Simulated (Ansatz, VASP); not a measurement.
# GaP in two plane-wave programs

Wanted: the spread between two codes on one cell, functional and k mesh. The cell is taken from a series of VASP runs on this material, whose earlier steps may have relaxed, scaled or displaced it; both programs get it as it stands. Other levels of theory on this material are compared in a session of their own.

Program: Ansatz 0.2.0. Level of theory: plane waves, with VASP 6.6.1 beside it; band structure at PBE, band structure at LDA and band structure at LDA, spin-orbit coupling. Results are calculated unless marked as measured.

### Step 1. Starting point

The structure is cubic, space group F-43m (No. 216). Conventional cell: a = 5.451 Å, b = 5.451 Å, c = 5.451 Å, α = 90.00°, β = 90.00°, γ = 90.00°. Nearest to Ga lie 4 P at 2.36 Å. P has 4 Ga at 2.36 Å nearest. Farther neighbours are not listed.

### Step 2. Ansatz: band structure, PBE

Ansatz runs on its default PAW (the set named soft_2) files.

Levels along a path test the potential and the projectors away from the mesh points.

The input, input.yaml:

```yaml
crystal:
  lattice:
    - [0.0, 2.72525, 2.72525]
    - [2.72525, 0.0, 2.72525]
    - [2.72525, 2.72525, 0.0]
  atoms:
    - { symbol: Ga, position: [0.0, 0.0, 0.0] }
    - { symbol: P, position: [0.75, 0.75, 0.75] }
hamiltonian:
  xc: pbe
  pseudopotentials: { kind: paw }
kpoints:
  mp_grid: { grid: [8, 8, 8] }
  band_path:
    path:
      - [0.0, 0.0, 0.0]
      - [0.16667, 0.0, 0.16667]
      - [0.33333, 0.0, 0.33333]
      - [0.44444, 0.0, 0.44444]
      - [0.5, 0.0, 0.5]
      - [0.5, 0.08333, 0.58333]
      - [0.5, 0.19444, 0.69444]
      - [0.5, 0.25, 0.75]
      - [0.45833, 0.29167, 0.75]
      - [0.40278, 0.34722, 0.75]
      - [0.375, 0.375, 0.75]
      - [0.20833, 0.20833, 0.41667]
      - [0.08333, 0.08333, 0.16667]
      - [0.0, 0.0, 0.0]
      - [0.22222, 0.22222, 0.22222]
      - [0.38889, 0.38889, 0.38889]
      - [0.51389, 0.47222, 0.51389]
      - [0.55556, 0.38889, 0.55556]
      - [0.61111, 0.27778, 0.61111]
      - [0.61111, 0.25, 0.63889]
      - [0.56944, 0.25, 0.68056]
      - [0.51389, 0.25, 0.73611]
      - [0.5, 0.27778, 0.72222]
      - [0.5, 0.38889, 0.61111]
      - [0.5, 0.47222, 0.52778]
      - [0.48611, 0.48611, 0.52778]
      - [0.43056, 0.43056, 0.63889]
      - [0.38889, 0.38889, 0.72222]
      - [0.59722, 0.19444, 0.59722]
      - [0.55556, 0.11111, 0.55556]
      - [0.5, 0.0, 0.5]
    npoints: 1
scf:
  occupations: { method: gaussian, width: 0.03 }
  n_extra_bands: 7
output:
  forces: true
  stress: true
  eigenvalues: true
  write_density: true
  write_potential: true
  elf: true
  volumetric_format: npy
```

Launch:

```console
> ansatz run input.yaml --threads 2 --pin off --max-ram 4608MiB --backend cpu --events-out ev --progress --plain --runs-dir out
```

Numbers of over 12 decimals in the logs are rounded to 6 here.

What it wrote:

```text
scf.n_extra_bands = 7 over 9 filled bands (N_el = 18.0): the run solves 16 bands
Engine: ansatz 0.2.0, aarch64-unknown-linux-gnu
Pseudopotentials: kind: paw
Pseudopotential: Ga, paw, valence charge 13, recommended cutoff 420 eV (normal), Ga.paw.azcp
Pseudopotential: P, paw, valence charge 5, recommended cutoff 420 eV (normal), P.paw.azcp
Functional definition: PBE
  parameter kappa = 0.804
  parameter beta = 0.066725
  exchange = pbe_x(kappa = kappa, mu = beta*pi^2/3)
  correlation = pbe_c(beta = beta)
Crystal: 2 atoms, lattice volume = 40.481 Å³
Basis set: ecut = 420 eV, 749 PW (Γ), exchange–correlation on 54×54×54 points (8 copies of the dense FFT grid, shifted against one another)
Bands: 16, of which v1, the nominal top of the filled ones, is band 9 counted from 1 (8 counted from 0)
Symmetry: 24 space group operations
Space group: F-43m (ITA 216), of the structure as read, at distance tolerance 3.4e-5 Å
k-points: 29 of 512 (time reversal used)
Non-local potential: Ga, projectors of the file, l = 0: 2, l = 1: 2, l = 2: 3, l = 3: 1
Non-local potential: P, projectors of the file, l = 0: 2, l = 1: 2, l = 2: 2
PAW form: soft (Blöchl's): semilocal exchange-correlation on the pseudo side does not see the compensation charge
PAW one-centre angular grid: Ga, 590 points (default); XC on 64 Gauss nodes
PAW one-centre angular grid: P, 110 points (default); XC on 64 Gauss nodes
Initial density: superposition of atomic densities (neutral atoms: chi_scale 0, normalization atom), corrected by the library's trained network
Initial wavefunctions: pseudopotential atomic-orbital guess
Functional: x = pbe(κ = 0.804, μ = 0.219515), c = pbe(β = 0.066725)
SCF iter   1: F=—  HF=-4539.548759 eV  |F-HF|=—  |Δ(HF+E_count)|=         —  Δρ=1.94e-3  dr2=1.63e-3  ethr=1.77e-3  ⟨swp⟩=6.5  Hψ=3018  notcnv=0
preconditioner: auto → none  [insulator: Δε(μ)=1.630 eV  Ē_g=18.023 eV  σ=0.030 eV  W_gap=1.00  n_scr=14 (ndim 8)  ℏωp=24.8 eV  f_vac=0.011  D(μ)=0.00/eV (n_scr^D=0)  ε∞_Penn≈2.9]
SCF iter   2: F=—  HF=-4539.548337 eV  |F-HF|=—  |Δ(HF+E_count)|=   4.22e-4  Δρ=1.85e-3  dr2=8.82e-4  ethr=9.07e-6  ⟨swp⟩=2.2  Hψ=1095  notcnv=0  defer=68
SCF iter   3: F=—  HF=-4539.547867 eV  |F-HF|=—  |Δ(HF+E_count)|=   4.70e-4  Δρ=7.54e-4  dr2=1.45e-4  ethr=4.90e-6  ⟨swp⟩=2.1  Hψ=701  notcnv=0  defer=68
SCF iter   4: F=—  HF=-4539.547905 eV  |F-HF|=—  |Δ(HF+E_count)|=   3.78e-5  Δρ=3.27e-4  dr2=2.20e-5  ethr=8.06e-7  ⟨swp⟩=2.0  Hψ=664  notcnv=0  defer=68
SCF iter   5: F=—  HF=-4539.547892 eV  |F-HF|=—  |Δ(HF+E_count)|=   1.35e-5  Δρ=9.04e-5  dr2=2.75e-6  ethr=1.22e-7  ⟨swp⟩=2.0  Hψ=600  notcnv=0  defer=68
SCF iter   6: F=—  HF=-4539.547891 eV  |F-HF|=—  |Δ(HF+E_count)|=   2.28e-7  Δρ=5.90e-5  dr2=7.01e-7  ethr=1.53e-8  ⟨swp⟩=2.8  Hψ=613  notcnv=0  defer=68
SCF iter   7: F=-4539.547891 eV  HF=-4539.547891 eV  |F-HF|=4.16e-8  |Δ(HF+E_count)|=   2.47e-7  Δρ=1.37e-5  dr2=3.54e-8  ethr=5.56e-10  ⟨swp⟩=13.2  Hψ=3899  notcnv=0
SCF 1 converged in 7 iterations: F = -4539.547891 eV  dr2 = 3.54e-8
  greatest PAW one-centre occupation: 0.994 electrons in one spin orbital (limit 2), on the Ga atom at site 0 (counted from 0), in its partial waves of l = 2
NSCF: frozen V_eff on 31 k-points
SCF converged after 7 iterations
Free energy (F): -4539.547891 eV
Harris-Foulkes:  -4539.547891 eV  (|F-HF|=4.16e-8)
Internal energy: -4539.547891 eV  (E = F + TS)
E sigma→0 (E₀):  -4539.547891 eV
Fermi energy:    7.906766 eV
--- Per-component energies (eV) ---
  E_band       = -58.221883
  E_kinetic    = 186.314905
  E_local      = -2200.455615  (includes V_loc(G=0)·N_el)
  E_nonlocal   = 458.831485
  E_hartree    = 1017.549886
  E_xc         = -130.787367
  E_vxc        = -119.039578  (∫ρ·V_xc dr)
  E_paw        = -2558.356137  (= ΣΔE_a)
  E_vpaw       = -418.961724  (= ΣTr[D̂ρ^β])
  E_aug_tail   = -0.000104  (compensation charges beyond the density's cutoff)
  E_ewald      = -1312.644944
  E_smearing   = -0.000000  (= −TS)
  E_closure    = 0.000000  (closes the sum)
  Σ components = -4539.547891   (vs F -4539.547891, Δ=0.00e0)
--- Forces (eV/Å), atoms counted from 1 ---
  atom   1  Ga    -0.00000000    -0.00000000    -0.00000000
  atom   2  P      0.00000000    -0.00000000    -0.00000000
  max |Σ_I F_I| component: 1.30e-16 eV/Å
--- Stress (GPa, compression-positive) ---
        2.505605      -0.000000      -0.000000
       -0.000000       2.505605       0.000000
       -0.000000       0.000000       2.505605
  P = ⅓ Tr σ = 2.5056 GPa (25.056 kbar)
--- Band table (eV; the first three rows and the last of 29) ---
  k-point 0: bands = [... 5 lower, -5.4064, 7.0859, 7.0859, 7.0859, 8.9142, 10.9710, 10.9710, 10.9710, ... 3 higher]
  k-point 1: bands = [... 5 lower, -5.2039, 5.4582, 6.8561, 6.8561, 9.5376, 11.3200, 11.3200, 11.5528, ... 3 higher]
  k-point 2: bands = [... 5 lower, -4.6303, 3.2111, 6.4233, 6.4233, 9.2434, 11.8254, 11.8254, 13.4326, ... 3 higher]
  k-point 28: bands = [... 5 lower, -2.3486, 0.5382, 3.5112, 3.6660, 11.7868, 11.9484, 13.1883, 13.2301, ... 3 higher]
```

Run time: 3.5 s. Hardware: 2 threads of Arm Neoverse N1, shared host; peak memory 0.3 GiB; 6.4 s of CPU time.

### Step 3. VASP: band structure, PBE

The same cell, functional, mesh and smearing now go to VASP, with its own data sets and cutoff.

Lines of VASP's logs that name or quote its potential files are left out, and so is its time.

The input, INCAR:

```
SYSTEM = GaP
PREC = Accurate
ENCUT = 350
EDIFF = 1E-06
NELM = 100
ISMEAR = 0
SIGMA = 0.03
LREAL = .FALSE.
ALGO = Normal
GGA = PE
NBANDS = 21
LORBIT = 11
LWAVE = .FALSE.
LCHARG = .FALSE.
KPAR = 4
```

The input, POSCAR:

```
GaP
1.0
    0.0000000000      2.7252500000      2.7252500000
    2.7252500000      0.0000000000      2.7252500000
    2.7252500000      2.7252500000      0.0000000000
Ga P
1 1
Direct
    0.0000000000      0.0000000000      0.0000000000
    0.7500000000      0.7500000000      0.7500000000
```

The input, KPOINTS:

```
Automatic mesh
0
Gamma
8 8 8
0 0 0
```

The input, KPOINTS_OPT:

```
Line mode
10
Line-mode
Reciprocal
  0.00000000   0.00000000   0.00000000 GAMMA
  0.50000000   0.00000000   0.50000000 X

  0.50000000   0.00000000   0.50000000 X
  0.50000000   0.25000000   0.75000000 W

  0.50000000   0.25000000   0.75000000 W
  0.37500000   0.37500000   0.75000000 K

  0.37500000   0.37500000   0.75000000 K
  0.00000000   0.00000000   0.00000000 GAMMA

  0.00000000   0.00000000   0.00000000 GAMMA
  0.50000000   0.50000000   0.50000000 L

  0.50000000   0.50000000   0.50000000 L
  0.62500000   0.25000000   0.62500000 U

  0.62500000   0.25000000   0.62500000 U
  0.50000000   0.25000000   0.75000000 W

  0.50000000   0.25000000   0.75000000 W
  0.50000000   0.50000000   0.50000000 L

  0.50000000   0.50000000   0.50000000 L
  0.37500000   0.37500000   0.75000000 K

  0.62500000   0.25000000   0.62500000 U
  0.50000000   0.00000000   0.50000000 X
```

PAW data sets: Ga_d and P (PBE family, release 64).

Launch:

```console
> mpirun -np 4 vasp_std
```

What it wrote:

```text
[banner, memory and clock lines left out]
running    4 mpi-ranks, on    1 nodes
 distrk:  each k-point on    1 cores,    4 groups
 distr:  one band on    1 cores,    1 groups

 POSCAR found type information on POSCAR GaP
 POSCAR found :  2 types and       2 ions
 LDA part: xc-table for (Slater+PW92), standard interpolation
 POSCAR, INCAR and KPOINTS ok, starting setup
 FFT: planning ... GRIDC
 FFT: planning ... GRID_SOFT
 FFT: planning ... GRID
 WAVECAR not read
 entering main loop
       N       E                     dE             d eps       ncg     rms          rms(c)
DAV:   1     0.899220990589E+02    0.89922E+02   -0.67816E+03  1379   0.986E+02
DAV:   2    -0.581039419739E+00   -0.90503E+02   -0.84182E+02  1333   0.270E+02
DAV:   3    -0.923616140524E+01   -0.86551E+01   -0.85807E+01  1461   0.587E+01
DAV:   4    -0.938210565255E+01   -0.14594E+00   -0.14587E+00  1457   0.804E+00
DAV:   5    -0.938392328353E+01   -0.18176E-02   -0.18176E-02  1468   0.888E-01    0.425E+00
DAV:   6    -0.913877767500E+01    0.24515E+00   -0.24986E-01  1831   0.781E+00    0.282E+00
DAV:   7    -0.911211476058E+01    0.26663E-01   -0.74018E-02  1445   0.153E+00    0.111E+00
DAV:   8    -0.911247882131E+01   -0.36406E-03   -0.11431E-02  1376   0.100E+00    0.217E-01
DAV:   9    -0.911290033971E+01   -0.42152E-03   -0.11653E-03  1421   0.367E-01    0.793E-02
DAV:  10    -0.911296973221E+01   -0.69392E-04   -0.85886E-05  1557   0.819E-02    0.394E-02
DAV:  11    -0.911303600043E+01   -0.66268E-04   -0.75204E-05  1303   0.561E-02    0.511E-03
DAV:  12    -0.911303598943E+01    0.10992E-07   -0.16923E-06  1462   0.115E-02
   1 F= -.91130360E+01 E0= -.91130360E+01  d E =-.109473E-13
 Start KPOINTS_OPT (optional k-point list driver)
k-point batch [1-29\100]
       N       E                     dE             ncg
DAV:   1    -0.112160687992E+03   -0.13200E+05     1393
DAV:   2    -0.273597046120E+04   -0.26238E+04     1303
DAV:   3    -0.298467206202E+04   -0.24870E+03     1516
DAV:   4    -0.298873901859E+04   -0.40670E+01     1498
DAV:   5    -0.298878573988E+04   -0.46721E-01     1444
DAV:   6    -0.298878737822E+04   -0.16383E-02     1767
DAV:   7    -0.298878739099E+04   -0.12773E-04     1390
DAV:   8    -0.298878739145E+04   -0.46247E-06     1229
[...]
k-point batch [88-100\100]
       N       E                     dE             ncg
DAV:   1     0.806474061765E+04   -0.74551E+04      584
DAV:   2     0.679941969879E+04   -0.12653E+04      567
DAV:   3     0.667885070189E+04   -0.12057E+03      728
DAV:   4     0.667673674928E+04   -0.21140E+01      655
DAV:   5     0.667671525299E+04   -0.21496E-01      637
DAV:   6     0.667671448676E+04   -0.76622E-03      796
DAV:   7     0.667671448205E+04   -0.47083E-05      623
DAV:   8     0.667671448182E+04   -0.23796E-06      545
```

From OUTCAR (step 3):

```text
ion  position               nearest neighbor table
   1  0.000  0.000  0.000-   2 2.36   2 2.36   2 2.36   2 2.36
   2  0.750  0.750  0.750-   1 2.36   1 2.36   1 2.36   1 2.36

  LATTYP: Found a face centered cubic cell.
 ALAT       =     5.4505000000

 Subroutine GETGRP returns: Found 24 space group operations
 (whereof 24 operations were pure point group operations)

The static configuration has the point symmetry T_d .

 Found     29 irreducible k-points:

   k-points           NKPTS =     29   k-points in BZ     NKDIM =     29   number of bands    NBANDS=     21

   dimension x,y,z NGX =    24 NGY =   24 NGZ =   24
   dimension x,y,z NGXF=    48 NGYF=   48 NGZF=   48

   ENCUT  =  350.0 eV  25.72 Ry    5.07 a.u.   5.88  5.88  5.88*2*pi/ulx,y,z

   NELECT =      18.0000    total number of electrons

 k-points in reciprocal lattice and weights: Automatic mesh
   0.00000000  0.00000000  0.00000000       0.002
   0.12500000  0.00000000  0.00000000       0.016
   0.25000000  0.00000000  0.00000000       0.016
   0.37500000  0.00000000  0.00000000       0.016
   0.50000000  0.00000000  0.00000000       0.008
   0.12500000  0.12500000  0.00000000       0.012
   0.25000000  0.12500000  0.00000000       0.047
   0.37500000  0.12500000  0.00000000       0.047
   0.50000000  0.12500000  0.00000000       0.047
[...]
-0.37500000  0.50000000  0.12500000       0.023
  -0.25000000  0.50000000  0.25000000       0.012

 average (electrostatic) potential at core
       1 -65.3752       2 -83.4053

 E-fermi :   4.7964

 k-point     1 :       0.0000    0.0000    0.0000
  band No.  band energies     occupation
    ...
      5      -9.7908      2.00000
      6      -7.8413      2.00000
      7       4.6527      2.00000
      8       4.6527      2.00000
      9       4.6527      2.00000
     10       6.4761      0.00000
     11       8.5389      0.00000
     12       8.5389      0.00000
     13       8.5389      0.00000
     14      13.4570      0.00000
    ...

 k-point     2 :       0.1250    0.0000    0.0000
  band No.  band energies     occupation
    ...
      5      -9.7907      2.00000
      6      -7.6388      2.00000
      7       3.0237      2.00000
      8       4.4230      2.00000
      9       4.4230      2.00000
     10       7.1005      0.00000
     11       8.8891      0.00000
     12       8.8891      0.00000
     13       9.1225      0.00000
     14      13.8191      0.00000
    ...

 k-point     3 :       0.2500    0.0000    0.0000
  band No.  band energies     occupation
    ...
      5      -9.7894      2.00000
      6      -7.0650      2.00000
      7       0.7764      2.00000
      8       3.9902      2.00000
      9       3.9902      2.00000
     10       6.8063      0.00000
     11       9.3961      0.00000
     12       9.3961      0.00000
     13      11.0035      0.00000
     14      13.6360      0.00000
    ...

  Total        0.5784760      0.5784760      0.5784760      0.0000000      0.0000000     -0.0000000
  in kB       22.8953277     22.8953277     22.8953277      0.0000000      0.0000000     -0.0000000
  external PRESSURE =      22.8953277 kB  Pullay stress =       0.0000000 kB

  energy-cutoff  :      350.00
  volume of cell :       40.48
      direct lattice vectors                 reciprocal lattice vectors
     0.000000000  2.725250000  2.725250000    -0.183469406  0.183469406  0.183469406
     2.725250000  0.000000000  2.725250000     0.183469406 -0.183469406  0.183469406
     2.725250000  2.725250000  0.000000000     0.183469406  0.183469406 -0.183469406

 POSITION                                       TOTAL-FORCE (eV/Angst)
 -----------------------------------------------------------------------------------
      0.00000      0.00000      0.00000        -0.000000     -0.000000     -0.000000
      4.08788      4.08788      4.08788         0.000000      0.000000      0.000000
 -----------------------------------------------------------------------------------
    total drift:                               -0.000004     -0.000004     -0.000004

  FREE ENERGIE OF THE ION-ELECTRON SYSTEM (eV)
  ---------------------------------------------------
  free  energy   TOTEN  =        -9.1130359894 eV

  energy  without entropy=       -9.1130359894  energy(sigma->0) =       -9.11303599

 total charge
# of ion       s       p       d       tot
------------------------------------------
    1        0.862   0.849  10.011  11.722
    2        1.021   1.525   0.000   2.546
--------------------------------------------------
tot          1.883   2.374  10.011  14.268

[... 3 further parts left out ...]
```

The run ends at a pressure of 2.29 GPa.

### Step 4. Differences

Known differences besides the potentials themselves: the cutoff is 420 eV in Ansatz and 350 eV in VASP; VASP leaves aspherical gradient terms in its spheres out (LASPH is not set), Ansatz keeps them. Total energies have different zeros and are not compared.

Both answers:

| quantity | Ansatz | VASP | difference |
| --- | --- | --- | --- |
| pressure (GPa) | 2.51 | 2.29 | +0.22 |
| gap over the path points (eV) | 1.598 | 1.595 | +0.003 |

Levels at points of the path, from each program's valence-band top (eV; 3 filled, then empty):

```csv
k (reciprocal lattice),Ansatz,VASP
0.000 0.000 0.000,0.00 0.00 0.00 1.83 3.88 3.88,0.00 0.00 0.00 1.82 3.89 3.89
0.167 0.000 0.167,-2.25 -1.00 -1.00 2.78 3.80 5.41,-2.26 -1.00 -1.00 2.77 3.80 5.42
0.333 0.000 0.333,-5.03 -2.22 -2.22 1.76 2.92 8.19,-5.03 -2.22 -2.22 1.76 2.91 8.21
0.444 0.000 0.444,-6.49 -2.63 -2.63 1.60 2.02 10.09,-6.49 -2.63 -2.63 1.59 2.02 10.11
0.500 0.000 0.500,-6.75 -2.68 -2.68 1.66 1.82 10.58,-6.76 -2.68 -2.68 1.65 1.82 10.59
0.500 0.083 0.583,-6.71 -2.94 -2.90 2.19 2.36 9.39,-6.71 -2.94 -2.90 2.18 2.36 9.42
0.500 0.194 0.694,-6.58 -3.48 -3.35 3.99 4.15 6.93,-6.58 -3.48 -3.35 3.99 4.15 6.93
0.500 0.250 0.750,-6.55 -3.58 -3.42 4.70 4.86 6.10,-6.55 -3.58 -3.42 4.71 4.86 6.11
0.458 0.292 0.750,-6.54 -3.74 -3.07 3.77 4.88 6.53,-6.54 -3.74 -3.07 3.77 4.89 6.54
0.403 0.347 0.750,-6.54 -3.91 -2.39 2.41 4.81 7.76,-6.55 -3.91 -2.39 2.41 4.82 7.77
```

Among the levels compared at these points, filled levels agree within 2 meV and empty ones within 22 meV.

### Step 5. Ansatz: band structure, LDA

The same path points are solved in both programs, so levels can be compared one by one. The cell compared in this pair holds 39.20 Å³, against 40.48 Å³ for the pair before.

The cell is taken from a series of VASP runs on this material, whose earlier steps may have relaxed, scaled or displaced it; both programs get it as it stands.

input.yaml: that of step 2 with these lines changed.

```diff
@@ -2,5 +2,5 @@
   lattice:
-    - [0.0, 2.72525, 2.72525]
-    - [2.72525, 0.0, 2.72525]
-    - [2.72525, 2.72525, 0.0]
+    - [0.0, 2.6963137092, 2.6963137092]
+    - [2.6963137092, 0.0, 2.6963137092]
+    - [2.6963137092, 2.6963137092, 0.0]
   atoms:
@@ -9,3 +9,3 @@
 hamiltonian:
-  xc: pbe
+  xc: lda
   pseudopotentials: { kind: paw }
@@ -54,5 +54 @@
   eigenvalues: true
-  write_density: true
-  write_potential: true
-  elf: true
-  volumetric_format: npy
```

Launch:

```console
> ansatz run input.yaml --threads 2 --pin off --max-ram 4608MiB --backend cpu --events-out ev --progress --plain --runs-dir out
```

What it wrote:

```text
[...]
Crystal: 2 atoms, lattice volume = 39.205 Å³
Basis set: ecut = 420 eV, 749 PW (Γ)
Bands: 16, of which v1, the nominal top of the filled ones, is band 9 counted from 1 (8 counted from 0)
Symmetry: 24 space group operations
[...]
k-points: 29 of 512 (time reversal used)
[...]
k-point 0: bands = [... 5 lower, -5.5126, 7.2519, 7.2519, 7.2519, 9.1267, 11.0292, 11.0292, 11.0292, ... 3 higher]
  k-point 1: bands = [... 5 lower, -5.3017, 5.5698, 7.0057, 7.0057, 9.7049, 11.3961, 11.3961, 11.6646, ... 3 higher]
  k-point 2: bands = [... 5 lower, -4.7022, 3.2432, 6.5489, 6.5489, 9.3510, 11.9149, 11.9149, 13.5951, ... 3 higher]
  k-point 28: bands = [... 5 lower, -2.2548, 0.4675, 3.4774, 3.6205, 11.8502, 12.1527, 13.2472, 13.3064, ... 3 higher]
[key lines of the parts left out:]
SCF converged after 6 iterations
Free energy (F): -4433.765547 eV
Fermi energy:    7.968068 eV
P = ⅓ Tr σ = -0.0713 GPa (-0.713 kbar)
```

Run time: 3.1 s. Hardware: 2 threads; peak memory 0.29 GiB.

Between step 4 and this run (LDA and cell volume -3.2 %) the value for the gap on path moves from 1.60 eV to 1.39 eV.

(Continued in part 2 of 2.)

[Lines on the potential files, build, host, timing and source positions are cut from VASP's logs without a mark.]

[Logs are printed without paths, hosts, clocks, repeated set-up lines and the standing remarks that a program may print on its own settings, such as how far it seeks lower states.]

[Hosts, paths, dates, database ids (printed as entryN), source tags and the programs' standing remarks are cut or masked in the printed files.]
